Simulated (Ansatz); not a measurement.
**Molecular dynamics of MgO**

Input:

```yaml
crystal:
  lattice:
    - [0.0, 3.98004, 3.98004]
    - [3.98004, 0.0, 3.98004]
    - [3.98004, 3.98004, 0.0]
  atoms:
    - { symbol: Mg, position: [0.01592507, 0.00407255, -0.01242014] }
    - { symbol: O, position: [0.27325477, 0.29205293, 0.20258068] }
    - { symbol: Mg, position: [0.02262637, 0.02023323, 0.47549478] }
    - { symbol: O, position: [0.26129082, 0.3127319, 0.72383707] }
    - { symbol: Mg, position: [0.02650819, 0.51485594, -0.01742644] }
    - { symbol: O, position: [0.27940511, 0.78315133, 0.22652797] }
    - { symbol: Mg, position: [0.03435971, 0.49082773, 0.50218671] }
    - { symbol: O, position: [0.28410046, 0.80770685, 0.71161083] }
    - { symbol: Mg, position: [0.52127626, 0.01664961, -0.01059651] }
    - { symbol: O, position: [0.76125506, 0.30447533, 0.24651214] }
    - { symbol: Mg, position: [0.51653524, 0.05136935, 0.4743382] }
    - { symbol: O, position: [0.77973271, 0.2380991, 0.75315076] }
    - { symbol: Mg, position: [0.52671348, 0.52777756, -0.03510698] }
    - { symbol: O, position: [0.77062806, 0.79239106, 0.23984171] }
    - { symbol: Mg, position: [0.53891816, 0.55087661, 0.4577719] }
    - { symbol: O, position: [0.77534819, 0.79478028, 0.74012965] }
basis:
  ecutwfc: 420.0
kpoints:
  mp_grid: { grid: [2, 2, 2] }
hamiltonian:
  xc: lda
scf:
  occupations: { method: fermi_dirac, width: 0.05 }
  lower_state_search: "off"
  convergence: { dr2_threshold: 0.001 }
md:
  timestep: 1
  n_steps: 200
  ensemble: nvt_langevin
  temperature: 1170.0
  initial_velocities: maxwell_boltzmann
  seed: 196007
  friction: 0.02
```

Run as:

```bash
$ ansatz run input.yaml --threads 1 --pin off --max-ram 3072MiB --backend cpu --events-out ev --progress --plain --runs-dir out
```

It goes on from the last frame of an earlier run, with new velocities.

Output, in part (step lines):

```
md step     0: t =     0.00 fs  T =  1096.9 K  F+E_penalty+E_count = -19676.93703763 eV  E_kin = 2.268513 eV  (6 SCF iters)
md step     1: t =     1.00 fs  T =  1132.1 K  F+E_penalty+E_count = -19676.96354003 eV  E_kin = 2.341322 eV  (3 SCF iters)
md step     2: t =     2.00 fs  T =  1194.0 K  F+E_penalty+E_count = -19676.95693025 eV  E_kin = 2.469415 eV  (3 SCF iters)
md step     3: t =     3.00 fs  T =  1219.8 K  F+E_penalty+E_count = -19676.91350619 eV  E_kin = 2.522689 eV  (3 SCF iters)
md step     4: t =     4.00 fs  T =  1178.2 K  F+E_penalty+E_count = -19676.83584145 eV  E_kin = 2.436654 eV  (3 SCF iters)
md step     5: t =     5.00 fs  T =  1180.7 K  F+E_penalty+E_count = -19676.73204584 eV  E_kin = 2.441949 eV  (2 SCF iters)
md step     6: t =     6.00 fs  T =  1049.8 K  F+E_penalty+E_count = -19676.62219187 eV  E_kin = 2.171247 eV  (2 SCF iters)
md step     7: t =     7.00 fs  T =   938.4 K  F+E_penalty+E_count = -19676.50384194 eV  E_kin = 1.940678 eV  (2 SCF iters)
[... lines left out ...]
md step   198: t =   198.00 fs  T =  1297.2 K  F+E_penalty+E_count = -19677.07268987 eV  E_kin = 2.682858 eV  (2 SCF iters)
md step   199: t =   199.00 fs  T =  1276.2 K  F+E_penalty+E_count = -19677.00770597 eV  E_kin = 2.639485 eV  (2 SCF iters)
md step   200: t =   200.00 fs  T =  1263.6 K  F+E_penalty+E_count = -19676.92314073 eV  E_kin = 2.613384 eV  (3 SCF iters)
```

The steps, from the saved trajectory:

```json
{"time (fs)": "0.0", "T (K)": "1097", "potential energy less start (eV)": "0.000"}
{"time (fs)": "6.0", "T (K)": "1050", "potential energy less start (eV)": "0.315"}
{"time (fs)": "12.0", "T (K)": "805", "potential energy less start (eV)": "0.883"}
{"time (fs)": "18.0", "T (K)": "795", "potential energy less start (eV)": "0.579"}
{"time (fs)": "24.0", "T (K)": "1127", "potential energy less start (eV)": "-0.186"}
{"time (fs)": "30.0", "T (K)": "1401", "potential energy less start (eV)": "-0.359"}
{"time (fs)": "36.0", "T (K)": "992", "potential energy less start (eV)": "0.359"}
{"time (fs)": "42.0", "T (K)": "839", "potential energy less start (eV)": "0.460"}
{"time (fs)": "48.0", "T (K)": "945", "potential energy less start (eV)": "-0.083"}
{"time (fs)": "54.0", "T (K)": "1197", "potential energy less start (eV)": "-0.367"}
{"time (fs)": "60.0", "T (K)": "1142", "potential energy less start (eV)": "-0.391"}
{"time (fs)": "66.0", "T (K)": "1258", "potential energy less start (eV)": "-0.363"}
{"time (fs)": "72.0", "T (K)": "966", "potential energy less start (eV)": "0.274"}
{"time (fs)": "78.0", "T (K)": "863", "potential energy less start (eV)": "0.490"}
{"time (fs)": "84.0", "T (K)": "1209", "potential energy less start (eV)": "0.046"}
{"time (fs)": "90.0", "T (K)": "1273", "potential energy less start (eV)": "0.118"}
{"time (fs)": "96.0", "T (K)": "1031", "potential energy less start (eV)": "0.619"}
{"time (fs)": "102.0", "T (K)": "1286", "potential energy less start (eV)": "0.367"}
{"time (fs)": "108.0", "T (K)": "1468", "potential energy less start (eV)": "-0.182"}
{"time (fs)": "114.0", "T (K)": "1215", "potential energy less start (eV)": "-0.100"}
{"time (fs)": "120.0", "T (K)": "912", "potential energy less start (eV)": "0.274"}
{"time (fs)": "126.0", "T (K)": "798", "potential energy less start (eV)": "0.095"}
{"time (fs)": "132.0", "T (K)": "1034", "potential energy less start (eV)": "-0.416"}
{"time (fs)": "138.0", "T (K)": "1139", "potential energy less start (eV)": "-0.683"}
{"time (fs)": "144.0", "T (K)": "1167", "potential energy less start (eV)": "-0.548"}
{"time (fs)": "150.0", "T (K)": "1050", "potential energy less start (eV)": "-0.096"}
{"time (fs)": "156.0", "T (K)": "684", "potential energy less start (eV)": "0.403"}
{"time (fs)": "162.0", "T (K)": "1108", "potential energy less start (eV)": "0.057"}
{"time (fs)": "168.0", "T (K)": "1289", "potential energy less start (eV)": "-0.027"}
{"time (fs)": "174.0", "T (K)": "1082", "potential energy less start (eV)": "0.324"}
{"time (fs)": "180.0", "T (K)": "1039", "potential energy less start (eV)": "0.362"}
{"time (fs)": "186.0", "T (K)": "1306", "potential energy less start (eV)": "0.048"}
{"time (fs)": "192.0", "T (K)": "1324", "potential energy less start (eV)": "-0.088"}
{"time (fs)": "198.0", "T (K)": "1297", "potential energy less start (eV)": "-0.136"}
```

All steps were run. A run of 0.2 ps of so small a system gives no equilibrium averages. The SCF threshold is loose, so the forces are noisy. Limits of this set-up: coarse k mesh.

Mean squared displacements from the first frame to the last, about the centre of mass: Mg 0.04 Å², O 0.05 Å².

Last frame:

```xyz
16
Lattice="0.0000 3.9800 3.9800 3.9800 0.0000 3.9800 3.9800 3.9800 0.0000" Properties=species:S:1:pos:R:3
Mg 0.492 -0.348 0.325
O 2.188 1.653 2.240
Mg 2.434 1.640 0.382
O 4.348 3.630 2.443
Mg 2.250 -0.409 2.318
O 4.358 1.569 4.257
Mg 4.389 1.524 2.289
O 6.419 3.519 4.237
Mg 0.342 1.619 2.370
O 2.292 3.517 4.320
Mg 2.207 3.572 2.467
O 4.402 5.478 4.328
Mg 2.502 1.513 4.277
O 4.232 3.549 6.390
Mg 4.398 3.628 4.259
O 6.401 5.467 6.375
```

The run took 5.4 min on 1 thread of Arm Neoverse V1 (shared host), peak memory 0.41 GiB.
